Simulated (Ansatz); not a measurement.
## Al2O3 in Ansatz: the effect of functional

Crystal: Al2O3.

```xyz
10
Lattice="4.6138 0.0000 0.0000 0.0000 9.5633 0.0000 0.0000 0.0000 3.1199" Properties=species:S:1:pos:R:3 pbc="T T T"
Al    4.5352    7.8856    0.0000
Al    0.0785    1.6777    0.0000
Al    2.2283    6.4593    1.5599
Al    2.3854    3.1040    1.5599
O     2.3069    4.7816    1.5599
O     0.5704    7.2016    1.5599
O     1.7365    2.4200    0.0000
O     2.8773    7.1433    0.0000
O     0.0000    0.0000    0.0000
O     4.0434    2.3617    1.5599
```

Measurements of this composition are mostly on another form, of space group No. 167.

Alike in all runs:

* Program: Ansatz 0.2.0
* Task: band structure
* Potentials or basis: Ansatz PAW
* Cutoff: 420 eV (not typed: the program's choice for these potentials)
* k mesh: 5 × 3 × 7
* Occupations: fermi-dirac, width 0.05 eV
* Spin: no spin polarisation

```tsv
functional	gap on the mesh (eV)	pressure (GPa)	largest force (eV/Å)
LDA	3.36	-6.5	0.20
PBE	3.52	0.0	0.19
PBEsol	3.43	-2.6	0.17
RPBE	3.69	3.0	0.22
revPBE	3.67	2.3	0.21
BLYP	?	?	?
```

**Question.** What does the run with functional BLYP give?

**Answer.** gap on the mesh 3.64 eV; pressure 1.5 GPa; largest force 0.21 eV/Å.

Caveats: the PAW data sets come from PBE, with cores solved anew for the run's functional, which leaves a small shift of forces and pressure (some runs).

